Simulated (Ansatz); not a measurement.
# B: from a guess to a relaxed structure, part 2 of 2

The task: take a trial cell of B to zero force and stress.

Ansatz 0.2.0; DFT PBE, scalar-relativistic, plane waves, PAW. The steps go on from the part before.

**4. Relaxation on the finer mesh**

The end of the coarse run is made exact in the group found at a tolerance of 0.06 Å and reduced to its primitive cell.

input.yaml

```yaml
crystal:
  lattice:
    - [-2.7038466036, 2.7038466036, 2.7038466036]
    - [2.7038466036, -2.7038466036, 2.7038466036]
    - [2.7038466036, 2.7038466036, -2.7038466036]
  atoms:
    - { symbol: B, position: [0.3264946198, 0.0, 0.0] }
    - { symbol: B, position: [0.6735053802, 0.6735053802, 0.6735053802] }
    - { symbol: B, position: [0.0, 0.3264946198, 0.0] }
    - { symbol: B, position: [0.0, 0.0, 0.3264946198] }
    - { symbol: B, position: [0.0, 0.6735053802, 0.0] }
    - { symbol: B, position: [0.3264946198, 0.3264946198, 0.3264946198] }
    - { symbol: B, position: [0.6735053802, 0.0, 0.0] }
    - { symbol: B, position: [0.0, 0.0, 0.6735053802] }
basis:
  ecutwfc: 420
kpoints:
  mp_grid: { grid: [10, 10, 10] }
hamiltonian:
  xc: pbe
scf:
  occupations: { method: gaussian, width: 0.1 }
output:
  forces: true
  stress: true
  eigenvalues: true
  write_density: true
  write_potential: true
  elf: true
  volumetric_format: npy
relax:
  adjacent_minimum: "off"
  f_tol: 0.01
  max_steps: 80
  cell: { stress_tol: 0.05 }
```

Run with:

```
$ ansatz run input.yaml --threads 1 --pin off --max-ram 2048MiB --backend cpu --events-out ev --progress --plain --runs-dir out
```

Log:

```text
Warning: RAYON_NUM_THREADS=1 ignored (pool sized by the plan → 1); use --threads N
Engine: ansatz 0.2.0, aarch64-unknown-linux-gnu
Pseudopotentials: kind: paw
Pseudopotential: B, paw, valence charge 3, recommended cutoff 420 eV (normal), B.paw.azcp
Functional definition: PBE
  parameter kappa = 0.804
  parameter beta = 0.06672455060314922
  exchange = pbe_x(kappa = kappa, mu = beta*pi^2/3)
  correlation = pbe_c(beta = beta)
Crystal: 8 atoms, lattice volume = 79.069 Å³
Basis set: ecut = 420 eV, 1505 PW (Γ), exchange–correlation on 64×64×64 points (8 copies of the dense FFT grid, shifted against one another)
Bands: 20, of which v1, the nominal top of the filled ones, is band 12 counted from 1 (11 counted from 0)
Symmetry: 48 space group operations
Space group: Im-3m (ITA 229), of the structure as read, at distance tolerance 4.3e-5 Å
k-points: 47 of 1000
Non-local potential: B, projectors of the file, l = 0: 2, l = 1: 2, l = 2: 1
PAW form: soft (Blöchl's): semilocal exchange-correlation on the pseudo side does not see the compensation charge
PAW one-centre angular grid: B, 110 points (default); XC on 64 Gauss nodes
Initial density: superposition of atomic densities (neutral atoms: chi_scale 0, normalization atom), corrected by the library's trained network
Initial wavefunctions: pseudopotential atomic-orbital guess
Functional: x = pbe(κ = 0.804, μ = 0.2195149727645171), c = pbe(β = 0.06672455060314922)
SCF iter   1: F=—  HF=-1240.306103 eV  |F-HF|=—  |Δ(HF+E_count)|=         —  Δρ=7.37e-3  dr2=2.78e-2  ethr=1.77e-3  ⟨swp⟩=5.9  Hψ=5131  notcnv=0  defer=1
preconditioner: auto → Kerker (q_TF=auto, 2.237 Å⁻¹)  [metal: Δε(μ)=0.047 eV  Ē_g=9.638 eV  σ=0.100 eV  W_gap=0.26  n_scr=12 (ndim 8)  ℏωp=20.5 eV  f_vac=0.000  D(μ)=1.41/eV (n_scr^D=12)]
SCF iter   2: F=—  HF=-1240.307742 eV  |F-HF|=—  |Δ(HF+E_count)|=   1.64e-3  Δρ=4.30e-3  dr2=9.90e-3  ethr=1.16e-4  ⟨swp⟩=1.0  Hψ=1316  notcnv=0  defer=3
SCF iter   3: F=—  HF=-1240.309004 eV  |F-HF|=—  |Δ(HF+E_count)|=   1.26e-3  Δρ=3.88e-4  dr2=1.13e-4  ethr=4.12e-5  ⟨swp⟩=2.6  Hψ=1436  notcnv=0  defer=3
SCF iter   4: F=—  HF=-1240.309131 eV  |F-HF|=—  |Δ(HF+E_count)|=   1.27e-4  Δρ=8.18e-5  dr2=5.68e-6  ethr=4.70e-7  ⟨swp⟩=2.1  Hψ=1355  notcnv=0  defer=3
SCF iter   5: F=—  HF=-1240.309147 eV  |F-HF|=—  |Δ(HF+E_count)|=   1.56e-5  Δρ=2.44e-5  dr2=6.26e-7  ethr=2.37e-8  ⟨swp⟩=2.0  Hψ=1342  notcnv=0  defer=3
SCF iter   6: F=-1240.309149 eV  HF=-1240.309148 eV  |F-HF|=3.37e-8  |Δ(HF+E_count)|=   1.42e-6  Δρ=4.94e-6  dr2=2.70e-8  ethr=4.17e-10  ⟨swp⟩=13.2  Hψ=6870  notcnv=0
SCF 1 converged in 6 iterations: F = -1240.309149 eV  dr2 = 2.70e-8
relax step   1: F+E_penalty+E_count = -1240.30914853 eV  Δ(F+E_penalty+E_count) = +0.000e0 eV  max|allowed force component| = 3.221e-3 eV/Å  Δτ_max = 0.0000 Å  P = +0.127 GPa  Ω = 79.069 Å³  (6 SCF iters, dr2 threshold 1.00e-7 eV, accepted)
Crystal: 8 atoms, lattice volume = 79.108 Å³
Initial density: handed on by an earlier stage of this run
Initial wavefunctions: those handed on with the density
iter 1 solved again at ethr=1.86e-8 eV; its pass at ethr=3.10e-3 eV (dr2=4.48e-6 eV) is discarded
SCF iter   1: F=—  HF=-1240.309112 eV  |F-HF|=—  |Δ(HF+E_count)|=         —  Δρ=7.12e-5  dr2=4.43e-6  ethr=1.86e-8  ⟨swp⟩=1.4  Hψ=4642  notcnv=0
preconditioner: auto → Kerker (q_TF=auto, 2.236 Å⁻¹)  [metal: Δε(μ)=0.048 eV  Ē_g=9.654 eV  σ=0.100 eV  W_gap=0.27  n_scr=12 (ndim 8)  ℏωp=20.5 eV  f_vac=0.000  D(μ)=1.44/eV (n_scr^D=12)]
SCF iter   2: F=—  HF=-1240.309115 eV  |F-HF|=—  |Δ(HF+E_count)|=   2.92e-6  Δρ=3.99e-5  dr2=1.66e-6  ethr=1.85e-8  ⟨swp⟩=1.0  Hψ=940  notcnv=0
SCF iter   3: F=—  HF=-1240.309114 eV  |F-HF|=—  |Δ(HF+E_count)|=   5.90e-7  Δρ=7.68e-6  dr2=9.38e-8  ethr=6.92e-9  ⟨swp⟩=2.4  Hψ=1478  notcnv=0
SCF iter   4: F=-1240.309114 eV  HF=-1240.309114 eV  |F-HF|=4.85e-9  |Δ(HF+E_count)|=   4.50e-8  Δρ=1.39e-6  dr2=1.20e-9  ethr=1.67e-10  ⟨swp⟩=7.6  Hψ=4689  notcnv=0
SCF 2 converged in 4 iterations: F = -1240.309114 eV  dr2 = 1.20e-9
relax step   2: F+E_penalty+E_count = -1240.30911419 eV  Δ(F+E_penalty+E_count) = +3.434e-5 eV  max|allowed force component| = 1.135e-3 eV/Å  Δτ_max = 0.0001 Å  P = +0.057 GPa  Ω = 79.108 Å³  energy of the carried Pulay correction = -5.896e-5 eV  (4 SCF iters, dr2 threshold 4.01e-8 eV, accepted)
Crystal: 8 atoms, lattice volume = 79.140 Å³
iter 1 solved again at ethr=1.25e-8 eV; its pass at ethr=3.10e-3 eV (dr2=3.01e-6 eV) is discarded
SCF iter   1: F=—  HF=-1240.309070 eV  |F-HF|=—  |Δ(HF+E_count)|=         —  Δρ=5.38e-5  dr2=2.92e-6  ethr=1.25e-8  ⟨swp⟩=1.2  Hψ=4622  notcnv=0
preconditioner: auto → Kerker (q_TF=auto, 2.236 Å⁻¹)  [metal: Δε(μ)=0.048 eV  Ē_g=9.652 eV  σ=0.100 eV  W_gap=0.27  n_scr=12 (ndim 8)  ℏωp=20.4 eV  f_vac=0.000  D(μ)=1.44/eV (n_scr^D=12)]
SCF iter   2: F=—  HF=-1240.309073 eV  |F-HF|=—  |Δ(HF+E_count)|=   3.41e-6  Δρ=3.12e-5  dr2=1.20e-6  ethr=1.22e-8  ⟨swp⟩=1.0  Hψ=940  notcnv=0
SCF iter   3: F=—  HF=-1240.309073 eV  |F-HF|=—  |Δ(HF+E_count)|=   3.35e-7  Δρ=7.00e-6  dr2=7.25e-8  ethr=5.00e-9  ⟨swp⟩=2.2  Hψ=1483  notcnv=0
SCF iter   4: F=-1240.309073 eV  HF=-1240.309073 eV  |F-HF|=3.30e-9  |Δ(HF+E_count)|=   5.27e-8  Δρ=1.14e-6  dr2=7.82e-10  ethr=3.35e-11  ⟨swp⟩=6.0  Hψ=5309  notcnv=0
SCF 3 converged in 4 iterations: F = -1240.309073 eV  dr2 = 7.82e-10
relax step   3: F+E_penalty+E_count = -1240.30907267 eV  Δ(F+E_penalty+E_count) = +4.152e-5 eV  max|allowed force component| = 2.965e-5 eV/Å  Δτ_max = 0.0000 Å  P = +0.000 GPa  Ω = 79.140 Å³  energy of the carried Pulay correction = -1.065e-4 eV  (4 SCF iters, dr2 threshold 8.04e-9 eV, accepted)
Initial wavefunctions: pseudopotential atomic-orbital guess (no wavefunctions were taken with the density)
iter 1 solved again at ethr=8.36e-8 eV; its pass at ethr=3.10e-3 eV (dr2=2.01e-5 eV) is discarded
SCF iter   1: F=—  HF=-1240.309218 eV  |F-HF|=—  |Δ(HF+E_count)|=         —  Δρ=3.41e-6  dr2=1.70e-9  ethr=8.36e-8  ⟨swp⟩=3.1  Hψ=7645  notcnv=0
eigensolver tolerance schedule: the retry pair's looser diagonalisation over-reported the residual by 11801.90 of it (diagonalisation noise at 0.47 of the residual, at the tolerance the schedule requests for it); recorded, not acted on — ethr = c·dr2/N_el stays at c = 1.0e-1
SCF iter   2: F=—  HF=-1240.309221 eV  |F-HF|=—  |Δ(HF+E_count)|=   3.76e-6  Δρ=1.83e-6  dr2=5.92e-10  ethr=7.08e-12  ⟨swp⟩=3.1  Hψ=1886  notcnv=0
SCF iter   3: F=-1240.309221 eV  HF=-1240.309221 eV  |F-HF|=1.09e-10  |Δ(HF+E_count)|=   4.09e-9  Δρ=2.29e-7  dr2=6.17e-11  ethr=1.00e-12  ⟨swp⟩=5.5  Hψ=5234  notcnv=0
SCF 4 converged in 3 iterations: F = -1240.309221 eV  dr2 = 6.17e-11
relax step   4: F+E_penalty+E_count = -1240.30922134 eV  Δ(F+E_penalty+E_count) = -1.487e-4 eV  max|allowed force component| = 2.006e-5 eV/Å  Δτ_max = 0.0000 Å  P = +0.002 GPa  Ω = 79.140 Å³  stress off target by 2.21e-3 GPa  SCF on the basis re-selected at this cell (its energy is not comparable with the rows above)  (3 SCF iters)
basis re-selected at this cell: Δ(F+E_penalty+E_count) = -1.487e-4 eV, ΔP = +0.002 GPa vs the last step (what re-selecting the basis moved, of the pressure what is left beyond the Pulay correction that the steps carried, after the strain that the cell walked since its last selection, with what the two solves' SCF thresholds leave and, on support functions, any second-order correction that the steps lacked; it is no measure of the basis error at this ecutwfc). This SCF's stress stands 2.21e-3 GPa from its target on what of the cell is left free (relax.cell.stress_tol is 5.00e-2 GPa) and its largest allowed force component is 2.01e-5 eV/Å (relax.f_tol is 1.00e-2 eV/Å): within both
SCF converged after 3 iterations
Free energy (F): -1240.309221 eV
Harris-Foulkes:  -1240.309221 eV  (|F-HF|=1.09e-10)
Internal energy: -1240.302002 eV  (E = F + TS)
E sigma→0 (E₀):  -1240.305611 eV
Entropy (-TS):   -0.007220 eV (-0.902 meV/atom)
Fermi energy:    4.998382 eV
--- Per-component energies (eV) ---
  E_band       = -7.936951
  E_kinetic    = 371.316427
  E_local      = -376.093639  (includes V_loc(G=0)·N_el)
  E_nonlocal   = 100.511973
  E_hartree    = 106.394183
  E_xc         = -249.512483
  E_vxc        = -294.841296  (∫ρ·V_xc dr)
  E_paw        = -629.019447  (= ΣΔE_a)
  E_vpaw       = -21.618881  (= ΣTr[D̂ρ^β])
  E_aug_tail   = -0.000021  (compensation charges beyond the density's cutoff)
  E_ewald      = -563.898994
  E_smearing   = -0.007220  (= −TS)
  E_closure    = 0.000000  (closes the sum)
  Σ components = -1240.309221   (vs F -1240.309221, Δ=0.00e0)
--- Forces (eV/Å), atoms counted from 1 ---
  atom   1  B     -0.00002006     0.00002006     0.00002006
  atom   2  B     -0.00002006    -0.00002006    -0.00002006
  atom   3  B      0.00002006    -0.00002006     0.00002006
  atom   4  B      0.00002006     0.00002006    -0.00002006
  atom   5  B     -0.00002006     0.00002006    -0.00002006
  atom   6  B      0.00002006     0.00002006     0.00002006
  atom   7  B      0.00002006    -0.00002006    -0.00002006
  atom   8  B     -0.00002006    -0.00002006     0.00002006
  max |Σ_I F_I| component: 7.05e-17 eV/Å
--- Stress (GPa, compression-positive) ---
        0.002205      -0.000000      -0.000000
       -0.000000       0.002205       0.000000
        0.000000       0.000000       0.002205
  P = ⅓ Tr σ = 0.0022 GPa (0.022 kbar)
--- Band table (eV; the first three rows and the last of 47) ---
  k-point 0: bands = ["-8.5579", "-2.0113", "-2.0113", "-2.0113", "-1.4731", "-0.6714", "-0.6714", "-0.6714", "2.8882", "2.8882", "2.8882", "3.4607", "3.4607", "8.2801", "8.2801", "8.2801", "11.4601", "11.4601", "11.4601", "13.9859"]
  k-point 1: bands = ["-8.5080", "-2.6319", "-2.2222", "-1.9921", "-1.1549", "-0.7516", "-0.3694", "-0.3422", "2.4616", "2.6762", "3.0796", "3.6526", "4.0420", "7.9981", "8.1203", "8.1885", "11.1946", "11.2071", "11.5454", "14.1831"]
  k-point 2: bands = ["-8.3667", "-3.4350", "-2.5768", "-1.9413", "-1.1594", "-0.9368", "0.3606", "0.4403", "2.0678", "2.3680", "3.5891", "3.8785", "4.8352", "7.2691", "7.6715", "7.9215", "10.8222", "10.9699", "11.7664", "14.4090"]
  k-point 46: bands = ["-7.3925", "-4.1569", "-4.1569", "-4.1569", "-0.4849", "-0.4849", "1.9007", "2.7423", "2.7423", "2.7423", "3.3882", "3.3882", "3.3882", "8.2599", "8.2599", "8.2599", "10.8344", "12.9407", "12.9407", "12.9407"]
--- Relaxed structure (3 steps of the walk, 3 accepted, 1 SCFs on fresh bases) ---
  F+E_penalty+E_count = -1240.30922134 eV   max|allowed force component| = 2.006e-5 eV/Å   (the final SCF, on the basis selected at the relaxed cell)
  cell:  # Å, volume = 79.1396 Å³
    - [-2.704651250069501, 2.704651250069501, 2.704651250069501]
    - [2.704651250069501, -2.704651250069501, 2.704651250069501]
    - [2.704651250069501, 2.704651250069501, -2.704651250069501]
  atoms:
    - { symbol: B, position: [0.3264693572148539, 0.0, 0.0] }
    - { symbol: B, position: [0.673530642785146, 0.673530642785146, 0.673530642785146] }
    - { symbol: B, position: [0.0, 0.3264693572148539, 0.0] }
    - { symbol: B, position: [0.0, 0.0, 0.3264693572148539] }
    - { symbol: B, position: [0.0, 0.673530642785146, 0.0] }
    - { symbol: B, position: [0.3264693572148539, 0.3264693572148539, 0.3264693572148539] }
    - { symbol: B, position: [0.673530642785146, 0.0, 0.0] }
    - { symbol: B, position: [0.0, 0.0, 0.673530642785146] }
```

Run time: 18 s. Hardware: 1 thread of Arm Neoverse V1, shared host; peak memory 0.35 GiB.

Relaxation path:

| step | E - E(step 1) (eV/cell) | largest force component (eV/Å) | pressure (GPa) | volume (Å³) |
| --- | --- | --- | --- | --- |
| 1 | 0.0000 | 0.0032 | 0.13 | 79.07 |
| 2 | 0.0000 | 0.0011 | 0.06 | 79.11 |
| 3 | 0.0001 | 0.0000 | 0.00 | 79.14 |
| 4 | -0.0001 | 0.0000 | 0.00 | 79.14 |

Step 1 is the start. Step 4 repeats the geometry before it on a plane-wave basis chosen anew for that cell, so its energy need not be comparable with the rows above.

Lengths and angles in the start's conventional setting:

|  | before | after | change |
| --- | --- | --- | --- |
| a (Å) | 5.408 | 5.409 | 0.0 % |
| b (Å) | 5.408 | 5.409 | 0.0 % |
| c (Å) | 5.408 | 5.409 | 0.0 % |
| volume (Å³/atom) | 9.88 | 9.89 | +0.1 % |
| shortest distance (Å) | 1.625 | 1.626 | 0.0 % |
| space group (0.01 Å) | Im-3m | Im-3m | same |

The run keeps the 48 symmetry operations of the start, so it could not have lowered the symmetry.

The maps below are laid out on this run's own conventional cell (a, b, c = 5.409, 5.409, 5.409 Å).

Density in a lattice plane of the grid's cell (edges 5.41 and 5.41 Å, at 0.163 of the third edge), which holds B.

Ten even steps from '0' (0.03 e/Å³) to '9' (0.80 e/Å³):
```
567898632100000123689876
778877742100000124777887
898646863210001236864689
888668974311111347986688
566789975321112357998766
334567764322122346776543
112234443321112334443221
000112222211111222221100
000001122111111122110000
000001111111111111110000
000001122111111122110000
000112222211111222221100
112234443321112334443221
334567764322122346776543
566789975321112357998766
888668974311111347986688
898646863210001236864689
778877742100000124777887
567898632100000123689876
556887531000000013578865
```
Columns run along the first of these edges and rows up along the second, over one cell in 24 and 20 even steps from the bottom left corner. Atoms in the plane (fractional): B at (0.84, 0.16), B at (0.16, 0.84), B at (0.84, 0.84), B at (0.16, 0.16).

ELF in the same plane.

Values, 12 rows by 12 columns:
```
0.69 0.55 0.39 0.54 0.47 0.16 0.04 0.16 0.47 0.54 0.39 0.56
0.85 0.39 0.01 0.42 0.68 0.38 0.16 0.38 0.68 0.42 0.00 0.39
0.79 0.54 0.42 0.83 0.82 0.52 0.35 0.52 0.82 0.83 0.42 0.54
0.44 0.47 0.68 0.82 0.69 0.47 0.42 0.47 0.69 0.82 0.68 0.47
0.08 0.16 0.38 0.52 0.47 0.36 0.32 0.36 0.47 0.52 0.38 0.16
0.01 0.04 0.16 0.35 0.42 0.32 0.24 0.32 0.42 0.35 0.16 0.04
0.08 0.16 0.38 0.52 0.47 0.36 0.32 0.36 0.47 0.52 0.38 0.16
0.44 0.47 0.69 0.82 0.69 0.47 0.42 0.47 0.69 0.82 0.68 0.47
0.79 0.54 0.42 0.83 0.82 0.52 0.35 0.52 0.82 0.83 0.42 0.54
0.85 0.39 0.00 0.42 0.69 0.38 0.16 0.38 0.68 0.42 0.01 0.39
0.69 0.55 0.39 0.54 0.47 0.16 0.04 0.16 0.47 0.54 0.39 0.55
0.51 0.69 0.85 0.79 0.44 0.08 0.01 0.08 0.44 0.79 0.85 0.69
```
Columns run along the first of these edges and rows up along the second, over one cell in 12 and 12 even steps from the bottom left corner. Atoms in the plane (fractional): B at (0.84, 0.16), B at (0.16, 0.84), B at (0.84, 0.84), B at (0.16, 0.16).

Both are smooth fields of the valence electrons: close to the nuclei they are not physical.

Maxima of ELF outside the ion cores: 0.95 on the B–B line, 0.8 Å from B.

**5. Changing settings: xc_grid 3**

Edit input.yaml of step 4 so:

```diff
@@ -16,2 +16,3 @@
   ecutwfc: 420
+  xc_grid: 3
 kpoints:
@@ -24,8 +25,4 @@
   forces: true
+  eigenvalues: true
   stress: true
-  eigenvalues: true
-  write_density: true
-  write_potential: true
-  elf: true
-  volumetric_format: npy
 relax:
```

Run with:

```
$ ansatz run input.yaml --threads 1 --pin off --max-ram 2048MiB --backend cpu --events-out ev --progress --plain --runs-dir out
```

Log (excerpt; [...] marks lines left out):

```text
Warning: RAYON_NUM_THREADS=1 ignored (pool sized by the plan → 1); use --threads N
[...]
[... 3 set-up lines as earlier in the session ...]
[...]
Crystal: 8 atoms, lattice volume = 79.069 Å³
Basis set: ecut = 420 eV, 1505 PW (Γ), exchange–correlation on 96×96×96 points (27 copies of the dense FFT grid, shifted against one another)
Bands: 20, of which v1, the nominal top of the filled ones, is band 12 counted from 1 (11 counted from 0)
[... 2 set-up lines as earlier in the session ...]
k-points: 47 of 1000
[...]
SCF iter   1: F=—  HF=-1240.306110 eV  |F-HF|=—  |Δ(HF+E_count)|=         —  Δρ=7.37e-3  dr2=2.78e-2  ethr=1.77e-3  ⟨swp⟩=5.9  Hψ=5131  notcnv=0  defer=1
[...]
--- Relaxed structure (3 steps of the walk, 3 accepted, 1 SCFs on fresh bases) ---
  F+E_penalty+E_count = -1240.30922391 eV   max|allowed force component| = 2.272e-5 eV/Å   (the final SCF, on the basis selected at the relaxed cell)
  cell:  # Å, volume = 79.1396 Å³
    - [-2.7046513341661855, 2.7046513341661855, 2.7046513341661855]
    - [2.7046513341661855, -2.7046513341661855, 2.7046513341661855]
    - [2.7046513341661855, 2.7046513341661855, -2.7046513341661855]
  atoms:
    - { symbol: B, position: [0.3264693413159853, 0.0, 0.0] }
    - { symbol: B, position: [0.6735306586840146, 0.6735306586840146, 0.6735306586840146] }
    - { symbol: B, position: [0.0, 0.3264693413159853, 0.0] }
    - { symbol: B, position: [0.0, 0.0, 0.3264693413159853] }
    - { symbol: B, position: [0.0, 0.6735306586840146, 0.0] }
    - { symbol: B, position: [0.3264693413159853, 0.3264693413159853, 0.3264693413159853] }
    - { symbol: B, position: [0.6735306586840146, 0.0, 0.0] }
    - { symbol: B, position: [0.0, 0.0, 0.6735306586840146] }
```

Wall time 17 s (1 thread of Arm Neoverse V1, shared host); peak memory 0.38 GiB.

| run | ending | energy change | pressure (GPa) | gap (eV) | force (eV/Å) | cycles | time |
| --- | --- | --- | --- | --- | --- | --- | --- |
| step 4 | converged | 0 | 0.0 | 0.00 | 0.00 | - | 18 s |
| variant | converged | 0.0 meV/atom | 0.0 | 0.00 | 0.00 | - | 17 s |

Changing the numerical grids hardly moves the energy: 0.0 meV/atom.

**6. What came out**

This closing draws on all 2 parts. Changes of volume or cell count from the first structure of part 1.

```
                              quantity                                                                      value
symmetry at the end (tolerance 0.05 Å)                                                space group Im-3m (No. 229)
                     conventional cell  a = 5.409 Å, b = 5.409 Å, c = 5.409 Å, α = 90.00°, β = 90.00°, γ = 90.00°
                                volume                                                               9.89 Å³/atom
        energy over the standard state                                                              +0.88 eV/atom
                       gap on the mesh                                                               none (metal)
```

What this shows: The space group Im-3m (No. 229) is kept, and the volume per atom grows by 9.0 % from the first guess. It lies above the element's standard state, so it is metastable at best. No finished test with a distortion of lower symmetry is shown, so the end may be a saddle point.
